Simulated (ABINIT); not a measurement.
# Zn (P6_3/mmc) in ABINIT: further runs

The runs below take Zn through phonons, positron lifetime, with PBEsol, LDA.

Program: ABINIT 10.8.3 (patched build). These are calculated values, not measurements. Logs are shortened: lines on timing, memory, paths and dates and some standing lists are left out, and cuts for length are marked. The log counts tension as positive stress, the text compression.

**1. The crystal as given**

It takes space group P6_3/mmc (No. 194, hexagonal). The conventional cell has a = 2.670 Å, b = 2.670 Å, c = 4.966 Å, α = 90.00°, β = 90.00°, γ = 120.00°. Zn (site symmetry -6m2) has 12 Zn at 2.67 to 2.92 Å as nearest neighbours.

**2. Phonons, PBEsol (cell relaxed at zero pressure by an earlier run)**

The input, run.abi:

```
ndtset 2

pp_dirpath "./"
pseudos "Zn.upf"

acell 3*1.0 Angstrom
rprim
     2.6833740700     0.0000000000     0.0000000000
    -1.3416870300     2.3238701100     0.0000000000
     0.0000000000     0.0000000000     4.4649059200
ntypat 1
znucl 30
natom 2
typat 1 1
chkprim 0
chksymtnons 0
tolsym 1.0e-6
xred
            2/3            1/3            3/4
            1/3            2/3            1/4

ecut 42.0
ecutsm 0.5

ngkpt 12 12 8
nshiftk 1
shiftk 0.0 0.0 0.0

ixc -116133

nband 28
occopt 7
tsmear 0.00499791

nstep 80

prteig 0
prtebands 0
prtwf 0
prtden 0
prtpot 0

kptopt1 1
tolvrs1 1.0e-15
prtwf1 1
tolwfr1 1.0e-14
nbdbuf1 4
nline1 6

rfphon2 1
rfatpol2 1 2
rfdir2 1 1 1
getwfk2 1
kptopt2 2
nqpt2 1
qpt2 0.0 0.0 0.0
tolvrs2 1.0e-9
```

The input, mrgddb.in:

```
merged_DDB
Zn
2
runo_DS1_DDB
runo_DS2_DDB
```

The input, anaddb.abi:

```
ddb_filepath "merged_DDB"
output_file "anaddb.abo"
outdata_prefix "ana"
asr 1
chneut 0
dipdip 0
dieflag 0
enunit 0
eivec 1
nph1l 1
qph1l 0.0 0.0 0.0 1.0
```

Potentials or basis: PseudoDojo NC SR PBEsol v0.4.1 standard.

Run with:

```bash
> mpirun --bind-to none -np 4 abinit run.abi > log 2>&1
> mrgddb < mrgddb.in > mrgddb.log 2>&1
> anaddb anaddb.abi > anaddb.log 2>&1
```

run.abo:

```text
.Version 10.8.3 of ABINIT
 DATASET    1 : space group P6_3/m m c (#194); Bravais hP (primitive hexag.)
================================================================================
 Values of the parameters that define the memory need for DATASET  1.
     intxc =       0    ionmov =       0      iscf =       7    lmnmax =       6
     lnmax =       6     mgfft =      50  mpssoang =       3    mqgrid =    3001
     natom =       2  nloc_mem =       1    nspden =       1   nspinor =       1
    nsppol =       1      nsym =      24    n1xccc =    2501    ntypat =       1
    occopt =       7   xclevel =       2
       mpw =        2475          nfft =       45000          nkpt =          95
================================================================================
================================================================================

 DATASET    2 : space group P6_3/m m c (#194); Bravais hP (primitive hexag.)
================================================================================
 Values of the parameters that define the memory need for DATASET  2 (RF).
     intxc =       0      iscf =       7    lmnmax =       6     lnmax =       6
     mgfft =      50  mpssoang =       3    mqgrid =    3001     natom =       2
  nloc_mem =       1    nspden =       1   nspinor =       1    nsppol =       1
      nsym =      24    n1xccc =    2501    ntypat =       1    occopt =       7
   xclevel =       2
      nfft =       45000          nkpt =         580
================================================================================
================================================================================

--------------------------------------------------------------------------------
------------- Echo of variables that govern the present computation ------------
--------------------------------------------------------------------------------
 -outvars: echo values of preprocessed input variables --------
            acell      1.8897261259E+00  1.8897261259E+00  1.8897261259E+00 Bohr
              amu      6.53900000E+01
          chkprim           0
      chksymtnons           0
             ecut      4.20000000E+01 Hartree
           ecutsm      5.00000000E-01 Hartree
           getwfk1          0
           getwfk2          1
                       outvar_i_n : Printing only first  50 k-points.
              ixc     -116133
           jdtset        1    2
                       outvar_i_n : Printing only first  50 k-points.
           kptopt1          1
           kptopt2          2
         kptrlatt       12    0    0      0   12    0      0    0    8
          kptrlen      6.08501049E+01
            natom           2
            nband1         28
            nband2         28
           nbdbuf1          4
           nbdbuf2          2
           ndtset           2
            ngfft          30      30      50
             nkpt1         95
             nkpt2        580
            nline1          6
            nline2          4
             nqpt1          0
             nqpt2          1
            nstep          80
             nsym          24
           ntypat           1
                       prtocc : prtvol=0, do not print more k-points.
                       prtocc : prtvol=0, do not print more k-points.
           occopt           7
        optdriver1          0
        optdriver2          1
           prtden           0
        prtebands           0
           prteig           0
            prtwf1          1
            prtwf2          0
           rfphon1          0
           rfphon2          1
            rprim      2.6833740700E+00  0.0000000000E+00  0.0000000000E+00
                      -1.3416870300E+00  2.3238701100E+00  0.0000000000E+00
                       0.0000000000E+00  0.0000000000E+00  4.4649059200E+00
          spgroup         194
           tolsym      1.00000000E-06
           tolvrs1     1.00000000E-15
           tolvrs2     1.00000000E-09
           tolwfr1     1.00000000E-14
           tolwfr2     0.00000000E+00
           tsmear      4.99791000E-03 Hartree
            typat      1  1
                       outvars : Printing only first  50 k-points.
           xangst      1.3416870367E+00  7.7462337000E-01  3.3486794400E+00
                       3.3333334104E-09  1.5492467400E+00  1.1162264800E+00
            xcart      2.5354210460E+00  1.4638260200E+00  6.3280870251E+00
                       6.2990872320E-09  2.9276520401E+00  2.1093623417E+00
             xred      6.6666666667E-01  3.3333333333E-01  7.5000000000E-01
                       3.3333333333E-01  6.6666666667E-01  2.5000000000E-01
            znucl       30.00000

================================================================================

 chkinp: Checking input parameters for consistency, jdtset=   1.

 chkinp: Checking input parameters for consistency, jdtset=   2.

================================================================================
== DATASET  1 ==================================================================

--- !DatasetInfo
iteration_state: {dtset: 1, }
dimensions: {natom: 2, nkpt: 95, mband: 28, nsppol: 1, nspinor: 1, nspden: 1, mpw: 2475, }
cutoff_energies: {ecut:  42.0, pawecutdg:  -1.0, }
[... 167 lines left out ...]
 R(2)= -2.5354210  4.3914781  0.0000000  G(2)=  0.0000000  0.2277138  0.0000000
 R(3)=  0.0000000  0.0000000  8.4374494  G(3)=  0.0000000  0.0000000  0.1185192
 Unit cell volume ucvol=  1.8788927E+02 bohr^3
 Angles (23,13,12)=  9.00000000E+01  9.00000000E+01  1.20000000E+02 degrees
 setup1 : take into account q-point for computing boxcut.

 getcut: wavevector=  0.0000  0.0000  0.0000  ngfft=  30  30  50
         ecut(hartree)=     42.000   => boxcut(ratio)=   2.02942
--------------------------------------------------------------------------------

 ==>  initialize data related to q vector <==

 The list of irreducible perturbations for this q vector is:
    1)    idir= 1    ipert=   1
    2)    idir= 3    ipert=   1

================================================================================

 The perturbation idir=   2  ipert=   1 is
 symmetric of a previously calculated perturbation.
 So, its SCF calculation is not needed.
[... 9 lines left out ...]
 The perturbation idir=   3  ipert=   2 is
 symmetric of a previously calculated perturbation.
 So, its SCF calculation is not needed.

--------------------------------------------------------------------------------
 Perturbation wavevector (in red.coord.)   0.000000  0.000000  0.000000
 Perturbation : displacement of atom   1   along direction   1
 Found     2 symmetries that leave the perturbation invariant.
 symkpt : the number of k-points, thanks to the symmetries,
 is reduced to   370 .

--------------------------------------------------------------------------------

--------------------------------------------------------------------------------

 dfpt_looppert : total number of electrons, from k and k+q
  fully or partially occupied states are    4.000000E+01 and    4.000000E+01.
 Initialisation of the first-order wave-functions :
  ireadwf=   0

--- !BeginCycle
iteration_state: {dtset: 2, }
solver: {iscf: 7, nstep: 80, nline: 4, wfoptalg: 0, }
tolerances: {tolvrs: 1.00E-09, }
...

     iter   2DEtotal(Ha)        deltaE(Ha) residm    vres2
-ETOT  1   5.4369636185010     -1.313E+04 9.562E+00 2.502E+02
 ETOT  2  0.30112770237693     -5.136E+00 1.691E-01 7.001E+01
 ETOT  3  0.26297840691487     -3.815E-02 2.273E-02 3.278E+00
 ETOT  4  0.26177292042021     -1.205E-03 1.543E-02 3.717E-01
 ETOT  5  0.26163205350613     -1.409E-04 2.956E-03 5.037E-04
 ETOT  6  0.26163170262672     -3.509E-07 1.887E-03 3.231E-05
 ETOT  7  0.26163169615111     -6.476E-09 3.998E-04 1.427E-05
 ETOT  8  0.26163168906251     -7.089E-09 2.497E-04 2.860E-08
 ETOT  9  0.26163168898975     -7.276E-11 5.715E-05 8.076E-09
 ETOT 10  0.26163168904796      5.821E-11 3.499E-05 2.590E-10

 At SCF step   10       vres2   =  2.59E-10 < tolvrs=  1.00E-09 =>converged.
================================================================================

 ----iterations are completed or convergence reached----

 Mean square residual over all n,k,spin=   74.453E-10; max=  34.988E-06

 2DEtotal=    0.2616316890E+00 Ha. Also 2DEtotal=    0.711936094487E+01 eV
    (2DErelax=   -1.3136244778E+04 Ha. 2DEnonrelax=    1.3136506410E+04 Ha)
    (  non-var. 2DEtotal :    2.6163171211E-01 Ha)

--------------------------------------------------------------------------------
 Perturbation wavevector (in red.coord.)   0.000000  0.000000  0.000000
 Perturbation : displacement of atom   1   along direction   3
 Found     6 symmetries that leave the perturbation invariant.
 symkpt : the number of k-points, thanks to the symmetries,
 is reduced to   131 .

--------------------------------------------------------------------------------

--------------------------------------------------------------------------------

 dfpt_looppert : total number of electrons, from k and k+q
  fully or partially occupied states are    4.000000E+01 and    4.000000E+01.
 Initialisation of the first-order wave-functions :
  ireadwf=   0

--- !BeginCycle
iteration_state: {dtset: 2, }
solver: {iscf: 7, nstep: 80, nline: 4, wfoptalg: 0, }
tolerances: {tolvrs: 1.00E-09, }
...

     iter   2DEtotal(Ha)        deltaE(Ha) residm    vres2
-ETOT  1   17.314701941719     -3.805E+04 2.507E+01 4.506E+02
 ETOT  2   3.5467837083081     -1.377E+01 2.314E-01 1.157E+03
 ETOT  3   3.3485594607293     -1.982E-01 7.245E-02 1.523E+02
 ETOT  4   3.3232110015263     -2.535E-02 8.437E-03 7.154E+00
 ETOT  5   3.3220149339934     -1.196E-03 3.448E-03 2.186E-03
 ETOT  6   3.3220144853724     -4.486E-07 4.565E-04 7.163E-04
 ETOT  7   3.3220144252075     -6.016E-08 2.065E-04 2.309E-04
 ETOT  8   3.3220143515966     -7.361E-08 3.061E-05 2.467E-05
 ETOT  9   3.3220143472238     -4.373E-09 1.445E-05 4.215E-08
 ETOT 10   3.3220143473402      1.164E-10 2.947E-06 1.124E-08
 ETOT 11   3.3220143468745     -4.657E-10 1.119E-06 1.182E-10

 At SCF step   11       vres2   =  1.18E-10 < tolvrs=  1.00E-09 =>converged.
================================================================================

 ----iterations are completed or convergence reached----

 Mean square residual over all n,k,spin=   53.440E-11; max=  11.190E-07

 2DEtotal=    0.3322014347E+01 Ha. Also 2DEtotal=    0.903966155075E+02 eV
    (2DErelax=   -3.8063584935E+04 Ha. 2DEnonrelax=    3.8066906950E+04 Ha)
    (  non-var. 2DEtotal :    3.3220140101E+00 Ha)

================================================================================

 ---- first-order wavefunction calculations are completed ----

 ==> Compute Derivative Database <==

  Dynamical matrix, in cartesian coordinates,
   if specified in the inputs, asr has been imposed
     j1       j2             matrix element
  dir pert dir pert     real part    imaginary part

   1    1   1    1         0.0099894554        -0.0000000000
   1    1   1    2        -0.0099894554         0.0000000000

   2    1   2    1         0.0099894514        -0.0000000000
   2    1   2    2        -0.0099894514         0.0000000000
[... 10 lines left out ...]
   3    2   3    1        -0.0464197281         0.0000000000
   3    2   3    2         0.0464197281        -0.0000000000

  Phonon wavevector (reduced coordinates) :  0.00000  0.00000  0.00000
 Phonon energies in Hartree :
   0.000000E+00  0.000000E+00  0.000000E+00  4.094021E-04  4.094023E-04
   8.825322E-04
 Phonon frequencies in cm-1    :
   0.000000E+00  0.000000E+00  0.000000E+00  8.985337E+01  8.985341E+01
   1.936934E+02

== END DATASET(S) ==============================================================
================================================================================

 -outvars: echo values of variables after computation  --------
            acell      1.8897261259E+00  1.8897261259E+00  1.8897261259E+00 Bohr
           etotal1    -4.1783262666E+02
           etotal2     3.3220143469E+00
            fcart1    -2.1240221467E-27 -5.9107889403E-26 -0.0000000000E+00
                       2.1240221467E-27  5.9107889403E-26 -0.0000000000E+00
            fcart2     0.0000000000E+00  0.0000000000E+00  0.0000000000E+00
                       0.0000000000E+00  0.0000000000E+00  0.0000000000E+00
            rprim      2.6833740700E+00  0.0000000000E+00  0.0000000000E+00
                      -1.3416870300E+00  2.3238701100E+00  0.0000000000E+00
                       0.0000000000E+00  0.0000000000E+00  4.4649059200E+00
           strten1    -1.5154479290E-06 -1.5153195869E-06  2.9350536812E-05
                       0.0000000000E+00  0.0000000000E+00 -1.2956299077E-10
           strten2     0.0000000000E+00  0.0000000000E+00  0.0000000000E+00
                       0.0000000000E+00  0.0000000000E+00  0.0000000000E+00
           xangst      1.3416870367E+00  7.7462337000E-01  3.3486794400E+00
                       3.3333334104E-09  1.5492467400E+00  1.1162264800E+00
             xred      6.6666666667E-01  3.3333333333E-01  7.5000000000E-01
                       3.3333333333E-01  6.6666666667E-01  2.5000000000E-01
 Calculation completed.
```

Run time: 4.4 min. Hardware: 4 MPI ranks of Arm Neoverse V2, shared host; peak memory 1.5 GiB.

Results:

```yaml
Free_energy: -11369.8050 eV
Pressure: -0.3 GPa
Band_gap_on_the_k_mesh: none (metal or under the smearing width)
Highest_phonon_frequency_at_Γ: 194 cm⁻¹
```

Phonon frequencies in cm⁻¹ (negative: imaginary):
| q point | frequencies |
| --- | --- |
| (0.000, 0.000, 0.000) | 0 0 0 90 90 194 |

[end of part 1 of 2]
